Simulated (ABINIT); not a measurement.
# BAs (Pm-3m) in ABINIT: convergence with smearing width

Aim: find how far smearing width must go before the results for BAs settle, at BLYP. This setting moves, with any that are tied to it; all else stays.

All numbers are computed with ABINIT 10.8.3 (patched build); they aren't measurements. Logs are shortened: lines on timing, memory, paths and dates and some standing lists are left out, and cuts for length are marked. The log counts tension as positive stress, the text compression.

## (1) The crystal as given

The structure is cubic, space group Pm-3m (No. 221). Conventional cell: a = 2.934 Å, b = 2.934 Å, c = 2.934 Å, α = 90.00°, β = 90.00°, γ = 90.00°. B (site symmetry m-3m) has 8 As at 2.54 Å as nearest neighbours. As (site symmetry m-3m) is surrounded by 8 B at 2.54 Å.

The cell was built by a generator and needn't be a form met in nature.

## (2) With smearing width 0.272 eV

File run.abi:

```
# Pseudopotentials
pp_dirpath "./"
pseudos "B.upf, As.upf"

# Structure
acell 2.93437 2.93437 2.93437 Angstrom
rprim
     1.0000000000     0.0000000000     0.0000000000
     0.0000000000     1.0000000000     0.0000000000
     0.0000000000     0.0000000000     1.0000000000
ntypat 2
znucl 5 33
natom 2
typat 1 2
xcart
     1.4671850000     1.4671850000     1.4671850000
     0.0000000000     0.0000000000     0.0000000000 Angstrom

# Plane-wave basis
ecut 42.0

# k points
kptopt 1
ngkpt 9 9 9
nshiftk 1
shiftk 0.0 0.0 0.0

# Exchange and correlation
ixc -106131

# Bands and occupations
nband 13
occopt 7
tsmear 0.272 eV

# SCF cycle
nstep 100
tolvrs 1.0e-10

# Output
iomode 3
prtwf 0
prtden 0
prteig 0
prtebands 0
```

Potentials or basis: PseudoDojo NC SR PBE v0.4.1 standard.

Command:

```console
$ abinit run.abi > log 2>&1
```

run.abo:

```text
.Version 10.8.3 of ABINIT
 Symmetries : space group Pm -3 m (#221); Bravais cP (primitive cubic)
================================================================================
 Values of the parameters that define the memory need of the present run
     intxc =       0    ionmov =       0      iscf =       7    lmnmax =       6
     lnmax =       6     mgfft =      36  mpssoang =       3    mqgrid =    3001
     natom =       2  nloc_mem =       1    nspden =       1   nspinor =       1
    nsppol =       1      nsym =      48    n1xccc =    2501    ntypat =       2
    occopt =       7   xclevel =       2
       mpw =        2248          nfft =       46656          nkpt =          35
================================================================================
================================================================================

--------------------------------------------------------------------------------
------------- Echo of variables that govern the present computation ------------
--------------------------------------------------------------------------------
 -outvars: echo values of preprocessed input variables --------
            acell      5.5451556521E+00  5.5451556521E+00  5.5451556521E+00 Bohr
              amu      1.08110000E+01  7.49215900E+01
             ecut      4.20000000E+01 Hartree
              ixc     -106131
         kptrlatt        9    0    0      0    9    0      0    0    9
          kptrlen      4.99064009E+01
            natom           2
            nband          13
            ngfft          36      36      36
             nkpt          35
            nstep         100
             nsym          48
           ntypat           2
           occopt           7
           prtden           0
        prtebands           0
           prteig           0
            prtwf           0
          spgroup         221
           tolvrs      1.00000000E-10
           tsmear      9.99581563E-03 Hartree
            typat      1  2
           xangst      1.4671850000E+00  1.4671850000E+00  1.4671850000E+00
                       0.0000000000E+00  0.0000000000E+00  0.0000000000E+00
            xcart      2.7725778260E+00  2.7725778260E+00  2.7725778260E+00
                       0.0000000000E+00  0.0000000000E+00  0.0000000000E+00
             xred      5.0000000000E-01  5.0000000000E-01  5.0000000000E-01
                       0.0000000000E+00  0.0000000000E+00  0.0000000000E+00
            znucl        5.00000   33.00000

================================================================================

 chkinp: Checking input parameters for consistency.

================================================================================
== DATASET  1 ==================================================================

--- !DatasetInfo
iteration_state: {dtset: 1, }
dimensions: {natom: 2, nkpt: 35, mband: 13, nsppol: 1, nspinor: 1, nspden: 1, mpw: 2248, }
cutoff_energies: {ecut:  42.0, pawecutdg:  -1.0, }
[... 80 lines left out ...]
- [  0.0000E+00,   0.0000E+00,   0.0000E+00, As]
cartesian_forces: # hartree/bohr
- [ -0.00000000E+00,  -0.00000000E+00,  -0.00000000E+00, ]
- [ -0.00000000E+00,  -0.00000000E+00,  -0.00000000E+00, ]
force_length_stats: {min:   0.00000000E+00, max:   0.00000000E+00, mean:   0.00000000E+00, }
...

 Integrated electronic density in atomic spheres:
 ------------------------------------------------
 Atom  Sphere_radius  Integrated_density
    1        2.00000          2.05320148
    2        2.00000         12.27743503
================================================================================

 ----iterations are completed or convergence reached----

 Mean square residual over all n,k,spin=   39.123E-07; max=  96.393E-05
 reduced coordinates (array xred) for    2 atoms
       0.500000000000      0.500000000000      0.500000000000
       0.000000000000      0.000000000000      0.000000000000
 rms dE/dt=  0.0000E+00; max dE/dt=  0.0000E+00; dE/dt below (all hartree)
    1       0.000000000000      0.000000000000      0.000000000000
    2       0.000000000000      0.000000000000      0.000000000000

 cartesian coordinates (angstrom) at end:
    1      1.46718500000000     1.46718500000000     1.46718500000000
    2      0.00000000000000     0.00000000000000     0.00000000000000

 cartesian forces (hartree/bohr) at end:
    1     -0.00000000000000    -0.00000000000000    -0.00000000000000
    2     -0.00000000000000    -0.00000000000000    -0.00000000000000
 frms,max,avg= 0.0000000E+00 0.0000000E+00   0.000E+00  0.000E+00  0.000E+00 h/b

 cartesian forces (eV/Angstrom) at end:
    1     -0.00000000000000    -0.00000000000000    -0.00000000000000
    2     -0.00000000000000    -0.00000000000000    -0.00000000000000
 frms,max,avg= 0.0000000E+00 0.0000000E+00   0.000E+00  0.000E+00  0.000E+00 e/A
 length scales=  5.545155652080  5.545155652080  5.545155652080 bohr
              =  2.934370000000  2.934370000000  2.934370000000 angstroms
 Fermi (or HOMO) energy (hartree) =   0.29423   Average Vxc (hartree)=  -0.42096
 Eigenvalues (hartree) for nkpt=  35  k points:
 kpt#   1, nband= 13, wtk=  0.00137, kpt=  0.0000  0.0000  0.0000 (reduced coord)
  -1.03123   -1.03123   -1.02931   -1.02931   -1.02931   -0.27973    0.26510    0.26510
   0.26510    0.28052    0.52377    0.52377    0.62872
      occupation numbers for kpt#   1
   2.00000    2.00000    2.00000    2.00000    2.00000    2.00000    1.99996    1.99996
   1.99996    1.94744    0.00000    0.00000    0.00000
 prteigrs : prtvol=0 or 1, do not print more k-points.

--- !EnergyTerms
iteration_state     : {dtset: 1, }
comment             : Components of total free energy in Hartree
kinetic             :  7.78163947895088E+01
hartree             :  2.84586953266553E+01
xc                  : -2.47039116401676E+01
Ewald energy        : -6.63734161569361E+01
psp_core            :  3.40956308729714E+00
local_psp           : -7.52938546496570E+01
non_local_psp       : -5.20075234071611E+01
internal            : -1.08694052650461E+02
'-kT*entropy'       : -1.48916078045347E-03
total_energy        : -1.08695541811241E+02
total_energy_eV     : -2.95775637144186E+03
band_energy         : -9.68667836599186E+00
...

 Cartesian components of stress tensor (hartree/bohr^3)
  sigma(1 1)= -3.69734272E-04  sigma(3 2)=  0.00000000E+00
  sigma(2 2)= -3.69734272E-04  sigma(3 1)=  0.00000000E+00
  sigma(3 3)= -3.69734272E-04  sigma(2 1)=  0.00000000E+00

-Cartesian components of stress tensor (GPa)         [Pressure=  1.0878E+01 GPa]
- sigma(1 1)= -1.08779578E+01  sigma(3 2)=  0.00000000E+00
- sigma(2 2)= -1.08779578E+01  sigma(3 1)=  0.00000000E+00
- sigma(3 3)= -1.08779578E+01  sigma(2 1)=  0.00000000E+00

== END DATASET(S) ==============================================================
================================================================================

 -outvars: echo values of variables after computation  --------
            acell      5.5451556521E+00  5.5451556521E+00  5.5451556521E+00 Bohr
           etotal     -1.0869554181E+02
            fcart     -0.0000000000E+00 -0.0000000000E+00 -0.0000000000E+00
                      -0.0000000000E+00 -0.0000000000E+00 -0.0000000000E+00
           strten     -3.6973427214E-04 -3.6973427214E-04 -3.6973427214E-04
                       0.0000000000E+00  0.0000000000E+00  0.0000000000E+00
           xangst      1.4671850000E+00  1.4671850000E+00  1.4671850000E+00
                       0.0000000000E+00  0.0000000000E+00  0.0000000000E+00
             xred      5.0000000000E-01  5.0000000000E-01  5.0000000000E-01
                       0.0000000000E+00  0.0000000000E+00  0.0000000000E+00
 Calculation completed.
```

Wall time 27 s (1 thread of Arm Neoverse V2, shared host); peak memory 0.08 GiB.

Results:

| Quantity | Value |
| --- | --- |
| Free energy | -2957.7564 eV |
| Pressure | 10.9 GPa |
| Band gap on the k mesh | none (metal or under the smearing width) |
| Valence electrons inside the program's atomic spheres | B 2.05; As 12.28 |

## (3) With smearing width 0.2 eV

Edit run.abi of step 2 so:

```diff
@@ -33,3 +33,3 @@
 occopt 7
-tsmear 0.272 eV
+tsmear 0.2 eV
```

Potentials or basis: PseudoDojo NC SR PBE v0.4.1 standard.

Command:

```console
$ abinit run.abi > log 2>&1
```

It took 27 s on 1 thread of Arm Neoverse V2, shared host; peak memory 0.08 GiB.

Results (log left out):

```
Free energy                                           : -2957.7468 eV
Pressure                                              : 10.9 GPa
Band gap on the k mesh                                : none (metal or under the smearing width)
Valence electrons inside the program's atomic spheres : B 2.05; As 12.28
```

## (4) With smearing width 0.136 eV

Edit run.abi of step 3 so:

```diff
@@ -33,3 +33,3 @@
 occopt 7
-tsmear 0.2 eV
+tsmear 0.136 eV
```

Command:

```console
$ abinit run.abi > log 2>&1
```

It took 27 s on 1 thread of Arm Neoverse V2, shared host; peak memory 0.08 GiB.

It converged, with:

```yaml
Free_energy: -2957.7405 eV
Pressure: 10.9 GPa
Band_gap_on_the_k_mesh: none (metal or under the smearing width)
Valence_electrons_inside_the_program's_atomic_spheres: B 2.05; As 12.28
```

## (5) With smearing width 0.1 eV

Edit run.abi of step 4 so:

```diff
@@ -33,3 +33,3 @@
 occopt 7
-tsmear 0.136 eV
+tsmear 0.1 eV
```

Command:

```console
$ abinit run.abi > log 2>&1
```

Run time: 27 s. Hardware: 1 thread of Arm Neoverse V2, shared host; peak memory 0.08 GiB.

The run converged. Its results:

| Quantity | Value |
| --- | --- |
| Free energy | -2957.7376 eV |
| Pressure | 10.9 GPa |
| Band gap on the k mesh | none (metal or under the smearing width) |
| Valence electrons inside the program's atomic spheres | B 2.05; As 12.28 |

## (6) With smearing width 0.05 eV

Edit run.abi of step 5 so:

```diff
@@ -33,3 +33,3 @@
 occopt 7
-tsmear 0.1 eV
+tsmear 0.05 eV
```

Potentials or basis: PseudoDojo NC SR PBE v0.4.1 standard.

Command:

```console
$ abinit run.abi > log 2>&1
```

Wall time 27 s (1 thread of Arm Neoverse V2, shared host); peak memory 0.08 GiB.

The run converged. Its results:

```yaml
Free_energy: -2957.7340 eV
Pressure: 11.0 GPa
Band_gap_on_the_k_mesh: none (metal or under the smearing width)
Valence_electrons_inside_the_program's_atomic_spheres: B 2.05; As 12.28
```

## (7) With smearing width 0.025 eV

Edit run.abi of step 6 so:

```diff
@@ -33,3 +33,3 @@
 occopt 7
-tsmear 0.05 eV
+tsmear 0.025 eV
```

Command:

```console
$ abinit run.abi > log 2>&1
```

Wall time 27 s (1 thread of Arm Neoverse V2, shared host); peak memory 0.08 GiB.

The run converged. Its results:

* Free energy: -2957.7326 eV
* Pressure: 11.0 GPa
* Band gap on the k mesh: none (metal or under the smearing width)
* Valence electrons inside the program's atomic spheres: B 2.05; As 12.28

## (8) With smearing width 0.01 eV

Edit run.abi of step 7 so:

```diff
@@ -33,3 +33,3 @@
 occopt 7
-tsmear 0.025 eV
+tsmear 0.01 eV
```

Command:

```console
$ abinit run.abi > log 2>&1
```

It took 27 s on 1 thread of Arm Neoverse V2, shared host; peak memory 0.08 GiB.

It converged, with:

* Free energy: -2957.7321 eV
* Pressure: 11.0 GPa
* Band gap on the k mesh: none (metal or under the smearing width)
* Valence electrons inside the program's atomic spheres: B 2.05; As 12.28

## (9) Result

| smearing width | energy less the tightest run, at zero smearing (meV/atom) | pressure (GPa) | SCF cycles | CPU time (s) | peak memory (GiB) |
| --- | --- | --- | --- | --- | --- |
| 0.272 eV | -2.04 | 10.88 | 10 | 27 | 0.08 |
| 0.2 eV | -1.66 | 10.89 | 10 | 27 | 0.08 |
| 0.136 eV | -1.30 | 10.92 | 10 | 27 | 0.08 |
| 0.1 eV | -0.83 | 10.93 | 10 | 27 | 0.08 |
| 0.05 eV | -0.15 | 10.96 | 10 | 27 | 0.08 |
| 0.025 eV | -0.01 | 10.96 | 10 | 27 | 0.08 |
| 0.01 eV | 0.00 | 11.02 | 10 | 27 | 0.08 |

Against the tightest run, the energy stays within 1 meV/atom from 0.1 eV on; the pressure stays within 0.1 GPa from 0.1 eV on. Narrower smearing needs a denser k mesh, so at a fixed mesh the narrowest width isn't the most accurate. The tightest run that finished is the yardstick and may itself not be fully converged.

Caveats: the highest band is partly filled, so the run has too few bands; the potentials were made for another functional, which shifts forces and pressure.
